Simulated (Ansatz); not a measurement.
Input and command of a plane-wave DFT calculation in Ansatz:

```yaml
crystal:
  lattice:
    - [0.0, 2.174, 2.174]
    - [2.174, 0.0, 2.174]
    - [2.174, 2.174, 0.0]
  atoms:
    - { symbol: Si, position: [-0.0609855205, 0.0, 0.0] }
    - { symbol: C, position: [0.75, 0.75, 0.75] }
basis:
  ecutwfc: 500
kpoints:
  mp_grid: { grid: [12, 12, 12] }
hamiltonian:
  xc: r2scan
scf:
  occupations: { method: gaussian, width: 0.05 }
output:
  forces: true
  stress: true
  eigenvalues: true
```

```bash
ansatz run input.yaml --threads 1 --pin off --max-ram 2560MiB --backend cpu --events-out ev --progress --plain --runs-dir out
```

Processor: Intel(R) Xeon(R) Processor @ 2.50GHz (Skylake/Cascade Lake), 1 thread, on a host shared with other jobs.

Task: Estimate time, memory and problem size.

Result: About 62 s on 1 thread of Intel(R) Xeon(R) Processor @ 2.50GHz (Skylake/Cascade Lake) (shared host), peak memory 0.51 GiB. It solves 8 bands at 476 k points (the mesh reduced by the symmetry that the task leaves, which can be less than the crystal's) with about 531 plane waves, in 6 SCF iterations.
